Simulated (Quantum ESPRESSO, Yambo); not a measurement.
# Quasiparticle gap of LiF (Griceite) in Yambo, part 2 of 2

Wanted: ground state, empty states, screening and self-energy for LiF (Griceite).

Quantum ESPRESSO 7.5 and Yambo 5.3.0; PBE and many-body steps on it, plane waves. Known limits of the many-body steps: not at the basis limit.

So far. Step 2 (Ground state): The gap is direct, at Γ. Step 3 (Bands along the symmetry lines): The gap is 9.114 eV, −0.001 eV from the run before at this level.

## Step 4: Empty states on the mesh, 6×6×6 mesh, 73 bands

Level of this step: DFT, PBE, plane waves, norm-conserving pseudopotentials (Quantum ESPRESSO).

The sums over transitions need many empty states on a uniform mesh; this step solves for them.

pw.in reads:

```
&control
  calculation = 'nscf'
  prefix = 'x'
  outdir = 'o'
  pseudo_dir = 'pseudo'
/
&system
  ibrav = 0
  nat = 2
  ntyp = 2
  ecutwfc = 72.0
  nbnd = 73
  force_symmorphic = .true.
/
&electrons
  conv_thr = 1e-9
  electron_maxstep = 80
  diago_full_acc = .true.
  diago_thr_init = 5e-6
/
ATOMIC_SPECIES
  Li 6.94 Li.upf
  F 18.998 F.upf
CELL_PARAMETERS angstrom
  0.0000000000 2.0140000000 2.0140000000
  2.0140000000 0.0000000000 2.0140000000
  2.0140000000 2.0140000000 -0.0000000000
ATOMIC_POSITIONS crystal
  Li 0.0000000000 0.0000000000 0.0000000000
  F 0.5000000000 0.5000000000 0.5000000000
K_POINTS automatic
  6 6 6 0 0 0
```

The run is started by

```sh
OMP_NUM_THREADS=1 mpirun -n 4 pw.x -nk 4 -in pw.in > pw.out
```

Output:

```text
[banner, memory and clock lines left out]
Program PWSCF v.7.5 starts

     Atomic positions and unit cell read from directory:
     o/x.save/

     Message from routine setup:
     using ibrav=0 with symmetry is DISCOURAGED, use correct ibrav instead

     G-vector sticks info

     bravais-lattice index     =            0
     lattice parameter (alat)  =       5.3824  a.u.
     unit-cell volume          =     110.2567 (a.u.)^3
     number of atoms/cell      =            2
     number of atomic types    =            2
     number of electrons       =        10.00
     number of Kohn-Sham states=           73
     kinetic-energy cutoff     =      72.0000  Ry
     charge density cutoff     =     288.0000  Ry
     Exchange-correlation= PBE
                           (   1   4   3   4   0   0   0)

     celldm(1)=   5.382367  celldm(2)=   0.000000  celldm(3)=   0.000000
     celldm(4)=   0.000000  celldm(5)=   0.000000  celldm(6)=   0.000000

     crystal axes: (cart. coord. in units of alat)
               a(1) = (   0.000000   0.707107   0.707107 )
               a(2) = (   0.707107   0.000000   0.707107 )
               a(3) = (   0.707107   0.707107  -0.000000 )

     reciprocal axes: (cart. coord. in units 2 pi/alat)
               b(1) = ( -0.707107  0.707107  0.707107 )
               b(2) = (  0.707107 -0.707107  0.707107 )
               b(3) = (  0.707107  0.707107 -0.707107 )
     Pseudo is Norm-conserving, Zval =  3.0
     Generated using ONCVPSP code by D. R. Hamann
     Using radial grid of 1944 points,  4 beta functions with:
     Pseudo is Norm-conserving + core correction, Zval =  7.0
     Generated using ONCVPSP code by D. R. Hamann
     Using radial grid of  832 points,  5 beta functions with:
     Li                3.00     6.94000     Li( 1.00)
     F                 7.00    18.99800     F ( 1.00)

     48 Sym. Ops., with inversion, found

   Cartesian axes

     site n.     atom                  positions (alat units)
         1        Li     tau(   1) = (   0.0000000   0.0000000   0.0000000  )
         2        F      tau(   2) = (   0.7071068   0.7071068   0.7071068  )

     number of k points=    16
                       cart. coord. in units 2pi/alat
        k(    1) = (   0.0000000   0.0000000   0.0000000), wk =   0.0092593
        k(    2) = (   0.1178511   0.1178511  -0.1178511), wk =   0.0740741
        k(    3) = (   0.2357023   0.2357023  -0.2357023), wk =   0.0740741
[...]
[... 4 further rows ...]
        k(   15) = (  -0.1178511  -0.3535534   0.5892557), wk =   0.2222222
        k(   16) = (  -0.7071068   0.2357023   0.0000000), wk =   0.1111111

     Dense  grid:     9185 G-vectors     FFT dimensions: (  30,  30,  30)

     The potential is recalculated from file :
     o/x.save/charge-density

     Starting wfcs are    6 randomized atomic wfcs +   67 random wfcs

     Band Structure Calculation

     End of band structure calculation

          k = 0.0000 0.0000 0.0000 (  1139 PWs)   bands (ev):

   -39.9378 -18.9883   0.9065   0.9065   0.9065  10.0211  24.8974  24.8974
    24.8974  25.3125  25.3125  25.3125  28.2845  32.4832  32.4832  45.8414
    45.8414  45.8414  49.6073  65.9888  65.9888  65.9888  68.3857  69.5444
[...]
165.2396

          k = 0.1179 0.1179-0.1179 (  1149 PWs)   bands (ev):

[...]
156.3274

          k = 0.2357 0.2357-0.2357 (  1149 PWs)   bands (ev):

[...]
120.5203 120.5203 121.3153 126.0143 126.0143 126.9456 131.9498 131.9498
   133.1211 135.3560 135.3560 138.1893 142.4081 142.4081 143.4775 145.8111
   145.8111

          k =-0.3536-0.3536 0.3536 (  1158 PWs)   bands (ev):

     [... further k-points ...]

     highest occupied, lowest unoccupied level (ev):     0.9065   10.0211

     XML data file, pseudopotentials, collected wavefunctions
```

Elapsed: 2.6 s, on 4 MPI ranks of Arm Neoverse V1, shared host; peak memory 0.2 GiB; 10 s of CPU time.

Numbers from this step:

```
gap                                                           : 9.115 eV
k of the valence top                                          : 0, 0, 0
k of the conduction bottom                                    : 0, 0, 0
least direct gap                                              : 9.115 eV
k points computed                                             : 16
lowest point of the top converged band, above the valence top : 140.1423 eV
```

On this mesh the gap is 9.115 eV.

## Step 5: Conversion and set-up

This step: Yambo 5.3.0; conversion and set-up on PBE, plane waves, norm-conserving pseudopotentials.

The states are converted to the many-body program's format and the q mesh is built.

The run is started by

```sh
(cd o/x.save; p2y > p2y.log; mv SAVE ../..); yambo > setup.log
```

Output:

```text
 Yambo, version 5.3.0

 [02] CORE Variables Setup
 =========================

  [02.01] Unit cells
  ==================

  Cell kind             :  FCC
  Atoms in the cell     :  Li  F
  number of Li atoms    :  1
  number of F  atoms    :  1

  List of atomic masses
  Mass of Li    :  6.940000
  Mass of F     :  18.99800

  List of atomic coordinates    : [cc]
  Li1       :  0.000000  0.000000  0.000000  order 1
  F1       :  3.805908  3.805908  3.805908  order 2

  Alat factors          :  3.805908  3.805908  3.805908 [a.u.]
  Direct lattice volume :  110.2567 [a.u.]
  Direct lattice vectors:  A[ 1 ]  A[ 2 ]  A[ 3 ]
   A[ 1 ]:  0.000000  1.000000  1.000000  [iru]
   0.000000  3.805908  3.805908  [cc]
   A[ 2 ]:  1.000000  0.000000  1.000000  [iru]
   3.805908  0.000000  3.805908  [cc]
   A[ 3 ]:  1.000000  1.000000 -0.000000  [iru]
   3.805908  3.805908 -0.000000  [cc]

  Recip. lattice volume :  2.249752 [a.u.]
  Recip. lattice vectors:  B[ 1 ]  B[ 2 ]  B[ 3 ]
   B[ 1 ]: -0.500000  0.500000  0.500000  [iku]
  -0.825451  0.825451  0.825451  [cc]
   B[ 2 ]:  0.500000 -0.500000  0.500000  [iku]
   0.825451 -0.825451  0.825451  [cc]
   B[ 3 ]:  0.500000  0.500000 -0.500000  [iku]
   0.825451  0.825451 -0.825451  [cc]

  [02.02] Symmetries
  ==================

  Inversion symmetry    : yes
  Spatial inversion     : yes
  Inversion index       :  25
  K-space Time-reversal : no
  Magnetic symmetries   : no
  Group table correct   : yes
  Symmetries units      :  [cc]

   [S  1]:   1.0000     -0.12918E-16 -0.12918E-16 -0.12918E-16   1.0000      0.12918E-16  0.12918E-16  0.12918E-16   1.0000
   [S  2]:  -1.0000      0.12918E-16 -0.12918E-16  0.12918E-16  -1.0000      0.12918E-16 -0.12918E-16 -0.12918E-16   1.0000
   [S  3]:  -1.0000     -0.12918E-16  0.12918E-16  0.12918E-16   1.0000     -0.12918E-16 -0.12918E-16  0.12918E-16  -1.0000
[...]
[... 36 further rows ...]
   [S 47]: -0.12918E-16   1.0000      0.12918E-16  0.12918E-16 -0.12918E-16  -1.0000       1.0000      0.12918E-16 -0.12918E-16
   [S 48]: -0.12918E-16  -1.0000     -0.12918E-16  0.12918E-16  0.12918E-16   1.0000       1.0000     -0.12918E-16  0.12918E-16

  [02.03] Reciprocal space
  ========================

  nG shells         :  143
  nG charge         :   9185
  nG WFs            :  1615
  nC WFs            :  1158
  G-vecs. in first 14 shells:  [ Number ]
     1    9   15   27   51   59   65   89  113
   137  169  181  229  259
  ...
  Shell energy in first 14 shells:  [ mHa ]
    0.00000      1022.06      1362.74      2725.48      3747.54      4088.22      5450.96      6473.02      6813.70
    8176.44      9198.50      10901.9      11924.0      12264.7
  ...

  [02.04] K-grid lattice
  ======================

  Compatible Grid is   : 3D
  Base K vectors       :  K_min[ 1 ]  K_min[ 2 ]  K_min[ 3 ]
  K_min[ 1 ] : -0.16667     -0.95620E-19 -0.46418E-18 [rlu]
[...]
WF components:  1142

  [02.05] Energies & Occupations
  ==============================

  [X] === General ===
  [X] Electronic Temperature                        :  0.000000  0.000000 [eV K]
  [X] Bosonic    Temperature                        :  0.000000  0.000000 [eV K]
  [X] Finite Temperature mode                       : no
  [X] El. density                                   :  0.61206E+24 [cm-3]
  [X] Fermi Level                                   :  0.906508 [eV]

  [X] === Gaps and Widths ===
  [X] Conduction Band Min                           :  9.114627 [eV]
  [X] Valence Band Max                              :  0.000000 [eV]
  [X] Filled Bands                                  :   5
  [X] Empty Bands                                   :    6   73
  [X] Direct Gap                                    :  9.114627 [eV]
  [X] Direct Gap localized at k                     :  1
  [X] Indirect Gap                                  :  9.114627 [eV]
  [X] Indirect Gap between kpts                     :  1  1
  [X] Last valence band width                       :  0.989798 [eV]
  [X] 1st conduction band width                     :  5.782385 [eV]

  E @ K [ 1]:  [eV]
   -40.844      -19.895     -0.12003E-09 -0.36052E-10   0.0000       9.1146       23.991       23.991
   23.99086  24.40597  24.40597  24.40597  27.37798  31.57670  31.57670  44.93489
  occ @ K [ 1]
   2.000000  2.000000  2.000000  2.000000  2.000000  0.000000  0.000000  0.000000
[...]
E @ K [ 2]:  [eV]
[...]
occ @ K [ 2]
[...]
E @ K [ 3]:  [eV]
[...]
occ @ K [ 3]
[...]
E @ K [ 8]:  [eV]
[...]
occ @ K [ 8]
[...]
E @ K [ 9]:  [eV]
[...]
occ @ K [ 9]
[...]
E @ K [10]:  [eV]
[...]
occ @ K [10]
[...]
E @ K [11]:  [eV]
[...]
occ @ K [11]
[...]
E @ K [12]:  [eV]
[...]
occ @ K [12]
[...]
E @ K [13]:  [eV]
[...]
occ @ K [13]
[...]
E @ K [14]:  [eV]
[...]
occ @ K [14]
[...]
E @ K [15]:  [eV]
[...]
occ @ K [15]
[...]
E @ K [16]:  [eV]
[...]
occ @ K [16]
   2.000000  2.000000  2.000000  2.000000  2.000000  0.000000  0.000000  0.000000
   0.000000  0.000000  0.000000  0.000000  0.000000  0.000000  0.000000  0.000000

 [03] Transferred momenta grid and indexing
 ==========================================

 IBZ Q-points                                      :  16
 BZ  Q-points                                      :  216

 K/Q-points units:
 rlu = crystal or reduced units; cc = cartesian coordinates; iku = interal k-units

 Q [ 1]         [rlu]:  0.000000  0.000000  0.000000
 Q [ 2]         [rlu]: -0.30302E-17 -0.30302E-17  0.16667
 Q [ 3]         [rlu]: -0.60604E-17 -0.60604E-17  0.33333
[...]
Q [ 8]         [rlu]:  0.17894E-16  0.16667     -0.33333
 Q [ 9]         [rlu]:  0.19124E-18  0.16667     -0.16667
 Q [10]         [rlu]:  0.14742E-17  0.33333      0.33333
     [... 4 further rows ...]
 Q [15]         [rlu]:  0.166667  0.333333 -0.333333
 Q [16]         [rlu]:  0.166667 -0.500000 -0.333333

  [03.01] X indexes
  =================

   [03.01.01] Sigma indexes
   ========================

 [06] Game Over & Game summary
```

It took 1.9 s on 1 MPI rank; peak memory 0.24 GiB.

## Step 6: Screening and self-energy, 6×6×6 mesh, 73 bands, screening to 210.9 eV

Now the one-shot GW correction: screening in the RPA, then the self-energy of the levels asked for.

This step: G0W0 on PBE, plane waves, norm-conserving pseudopotentials.

gw1.in reads:

```
HF_and_locXC
gw0
dyson
ppa
em1d
rim_cut
RandQpts= 1000000
RandGvec= 1 RL
EXXRLvcs= 72 Ry
VXCRLvcs= 288 Ry
Chimod= "HARTREE"
% BndsRnXp
 1 | 73 |
%
NGsBlkXp= 15.5 Ry
% LongDrXp
 1 | 1 | 1 |
%
% GbndRnge
 1 | 73 |
%
DysSolver= "n"
ExtendOut
PPAPntXp= 27.21138 eV
% QPkrange
 1 | 1 | 4 | 7 |
%
```

The run is started by

```sh
OMP_NUM_THREADS=1 mpirun -n 4 yambo -F gw1.in -J gw1 -C gw1 > gw1.log
```

Output:

```text
 Yambo, version 5.3.0

 [02] CORE Variables Setup
 =========================

  [... cell, symmetries and grids as in the set-up ...]

  [02.05] Energies & Occupations
  ==============================

  [X] === General ===
  [X] Electronic Temperature                        :  0.000000  0.000000 [eV K]
  [X] Bosonic    Temperature                        :  0.000000  0.000000 [eV K]
  [X] Finite Temperature mode                       : no
  [X] El. density                                   :  0.61206E+24 [cm-3]
  [X] Fermi Level                                   :  0.906508 [eV]

  [X] === Gaps and Widths ===
  [X] Conduction Band Min                           :  9.114627 [eV]
  [X] Valence Band Max                              :  0.000000 [eV]
  [X] Filled Bands                                  :   5
  [X] Empty Bands                                   :    6   73
  [X] Direct Gap                                    :  9.114627 [eV]
  [X] Direct Gap localized at k                     :  1
  [X] Indirect Gap                                  :  9.114627 [eV]
  [X] Indirect Gap between kpts                     :  1  1
  [X] Last valence band width                       :  0.989798 [eV]
  [X] 1st conduction band width                     :  5.782385 [eV]

 [03] Transferred momenta grid and indexing
 ==========================================

 IBZ Q-points                                      :  16
 BZ  Q-points                                      :  216

 K/Q-points units:
 rlu = crystal or reduced units; cc = cartesian coordinates; iku = interal k-units

 Q [ 1]         [rlu]:  0.000000  0.000000  0.000000
 Q [ 2]         [rlu]: -0.30302E-17 -0.30302E-17  0.16667
 Q [ 3]         [rlu]: -0.60604E-17 -0.60604E-17  0.33333
 Q [ 4]         [rlu]:  0.17894E-16  0.17894E-16 -0.50000
 Q [ 5]         [rlu]: -0.16075E-16  0.16667      0.16667
 Q [ 6]         [rlu]: -0.30302E-17  0.16667      0.33333
 Q [ 7]         [rlu]:  0.35024E-16  0.16667      0.50000
 Q [ 8]         [rlu]:  0.17894E-16  0.16667     -0.33333
 Q [ 9]         [rlu]:  0.19124E-18  0.16667     -0.16667
 Q [10]         [rlu]:  0.14742E-17  0.33333      0.33333
     [... 4 further rows ...]
 Q [15]         [rlu]:  0.166667  0.333333 -0.333333
 Q [16]         [rlu]:  0.166667 -0.500000 -0.333333

 [04] Coloumb potential Random Integration (RIM)
 ===============================================

  [04.01] RIM initialization
  ==========================

  * Diagonal components only detected *

  8 x (sBL volume)        :  0.083324 [a.u.]
  sBZ random points       :  1000000
  Points outside the sBZ  :   7968281
  RL volume               :  2.249752 [a.u.]
  Integrated volume       :  2.258707 [a.u.]

  [04.02] RIM integrals
  =====================

  Gamma point sphere radius             :  0.079227 [a.u.]
  Points outside the sphere             :   800476
  [Int_sBZ(q=0) 1/q^2]*(Vol_sBZ)^(-1/3) =:  7.776341
                                 should be <:  7.795600

  Summary of Coulomb integrals for non-metallic bands |Q|[au] RIM/Bare

  Q [1] 0.100000E-4 0.997530 * Q [2] 0.238287 1.068455
  Q [5] 0.275150 1.068048 * Q [9] 0.389122 1.030576
  Q [6] 0.456285 1.023062 * Q [3] 0.476575 1.020347
  Q [10] 0.550301 1.017473 * Q [8] 0.599677 1.014899
  Q [14] 0.615255 1.014291 * Q [7] 0.673978 1.012332
  Q [11] 0.714862 1.011668 * Q [4] 0.714862 1.011475
  Q [12] 0.778243 1.010572 * Q [15] 0.813906 1.009976
  Q [13] 0.825451 1.009456 * Q [16] 0.870102 1.008801

 [05] Dipoles
 ============

  [05.01] Setup: observables and procedures
  =========================================

 [06] Dynamic Dielectric Matrix (PPA)
 ====================================

 [WR./gw1//ndb.pp]---------------------------------------------------------------
  Brillouin Zone Q/K grids (IBZ/BZ)                :   16  216   16  216
  RL vectors                                       :  1639 [WF]
  Coulomb cutoff potential                         : none
  Electronic Temperature                           :  0.000000 [K]
  Bosonic    Temperature                           :  0.000000 [K]
  PPA    diel. fun.  energies                      : Perdew, Burke & Ernzerhof(X)+Perdew, Burke & Ernzerhof(C)
  wavefunctions                                    : Perdew, Burke & Ernzerhof(X)+Perdew, Burke & Ernzerhof(C)
  Global Gauge                                     : length
  X matrix size                                    :  137
  X band range                                     :    1   73
  X e/h energy range                               : -1.000000 -1.000000 [eV]
  X Time ordering                                  : R
  X Hxc Kernel                                     : HARTREE
  X Drude frequency                                :  0.000000  0.000000
  X poles                                          :  100.0000 [o/o]
  RL vectors in the sum                            :  1639
  [r,Vnl] included                                 : yes
  Field direction                                  :  0.577350E-5  0.577350E-5  0.577350E-5
  BZ energy Double Grid                            : no
  BZ energy DbGd points                            : 0
  BZ Q point size factor                           : -1.000000
  X Optical Averaged directions                    : none

 [07] Local Exchange-Correlation + Non-Local Fock
 ================================================

 [VXC] Plane waves :   9185
 [EXS] Plane waves :  1211

 QP @ state[ 1 ] K range:  1  1
 QP @ state[ 1 ] b range:   4   7

 [xc] Functional : Perdew, Burke & Ernzerhof(X)+Perdew, Burke & Ernzerhof(C)
 [xc] LIBXC used to calculate xc functional
  PP Number of Atomic Species                      :  2
  NLCC RL compoments                               :   9185
  PP Number of Atomic Species                      :  2
  NLCC RL compoments                               :   9185

 [xc] E_xc :  -6.404321 [Ha]
      E_xc :  -12.80864 [Ry]

  Local XC kind (lXC) : Perdew, Burke & Ernzerhof(X)+Perdew, Burke & Ernzerhof(C)
  Non-Local XC kind (nlXC) : Hartree-Fock

  Corrections @ K [1] :  [eV]
 <4|nlXC|4> = -30.70286  0.23948E-16 <4|lXC|4> = -23.05350 -0.18882E-15
 <5|nlXC|5> = -30.70275  0.38867E-16 <5|lXC|5> = -23.05350  0.79540E-21
 <6|nlXC|6> = -6.620590 -0.34957E-18 <6|lXC|6> = -11.45039 -0.18878E-15
 <7|nlXC|7> = -3.082068 -0.16334E-18 <7|lXC|7> = -10.01124  0.93648E-19

 [08] Dyson equation: Newton solver
 ==================================

  [08.01] G0W0 (W PPA)
  ====================

  [  GW  ] Bands range     :    1   73
  [GW/PPA] G damping       :  0.100000 [eV]

  QP @ state[ 1 ] K range:  1  1
  QP @ state[ 1 ] b range:   4   7

   Sc/G bands                                       :    1   73
   Sc/G damping                                     :  0.100000 ev
   Sc bands terminator                              : no
   Sx RL components                                 :  1211

   QP @ state[ 1 ] K range                          :  1  1
   QP @ state[ 1 ] b range                          :   4   7
   GF energies kind                                 : Perdew, Burke & Ernzerhof(X)+Perdew, Burke & Ernzerhof(C)
   GF WF`s kind                                     : Perdew, Burke & Ernzerhof(X)+Perdew, Burke & Ernzerhof(C)
   Xs energies kind                                 : Perdew, Burke & Ernzerhof(X)+Perdew, Burke & Ernzerhof(C)
   Xs WF`s kind                                     : Perdew, Burke & Ernzerhof(X)+Perdew, Burke & Ernzerhof(C)

 [11] Game Over & Game summary
```

The job ended after 60 s (4 MPI ranks; peak memory 1.2 GiB).

Numbers from this step:

| Quantity | Value |
| --- | --- |
| G0W0 gap on the points computed | 13.31 eV |
| starting gap on the mesh | 9.115 eV |
| k of the valence top | 0, 0, 0 |
| k of the conduction bottom | 0, 0, 0 |
| least direct G0W0 gap on the computed points | 13.31 eV |
| Z at the valence top | 0.8273 |
| Z at the conduction bottom | 0.8908 |

The gap on the mesh goes from 9.11 eV to 13.31 eV, a correction of +4.19 eV.

Limits: finite bands, cutoff and mesh. v1 is the top filled band, c1 the lowest empty one. Levels before and after the correction, in eV, zero at the valence-band top of each column:

|  | conduction bottom | valence top |
| --- | --- | --- |
| Kohn-Sham | 9.11 | 0.00 |
| G0W0 | 13.31 | 0.00 |

|  | level | energy (eV) |
| --- | --- | --- |
| Kohn-Sham | Γ v2-v1 | 0.000 |
| Kohn-Sham | Γ c1 | 9.115 |
| Kohn-Sham | Γ c2 | 23.991 |
| G0W0 | Γ v2-v1 | 0.000 |
| G0W0 | Γ c1 | 13.308 |
| G0W0 | Γ c2 | 29.097 |

## Step 7: Where the time went

Times are wall times on the hardware named with each run, good to a factor of about two.

| step | time | share | memory (GiB) |
| --- | --- | --- | --- |
| ground state | 2.1 s | 3 % | 0.19 |
| bands along the symmetry lines | 1.4 s | 2 % | 0.05 |
| empty states on the mesh | 2.6 s | 4 % | 0.2 |
| conversion and set-up | 1.9 s | 3 % | 0.24 |
| screening and self-energy | 60 s | 88 % | 1.2 |

## Step 8: What came out

```yaml
pbe_gap: 9.11 eV, indirect (only 1 meV under the direct gap)
g0w0_gap_on_the_mesh: 13.31 eV
gw_settings: 6×6×6 mesh, 73 bands, screening to 210.9 eV, Godby-Needs plasmon pole
known_limits: not at the basis limit
```

In words: G0W0 moves the gap on the mesh from 9.11 eV to 13.31 eV (+4.19 eV), with Z of 0.83 and 0.89 at the edges. Only 1 of the mesh's irreducible points was corrected, so a valley elsewhere could overtake. The dearest step here is «screening and self-energy». Bands and cutoff are finite, so the gap is not at the basis limit. The miss can reach some tenths of an eV and take either sign; the mesh is an error of its own. In the G0W0 run levels were corrected at 1 k point alone, so a gap called «on the mesh» is the least over those, and an edge elsewhere would be missed.

[Paths, hosts, dates, memory and timing lines, banners, echoed tables and standing remarks are left out of the program output.]

[Logs are printed without paths, hosts, clocks, repeated set-up lines and the standing remarks that a program may print on its own settings, such as how far it seeks lower states.]

[Runs of the session that timed out or met a known fault of the program may be left out.]

[Hosts, paths, dates, database ids (printed as entryN), source tags and the programs' standing remarks are cut or masked in the printed files.]
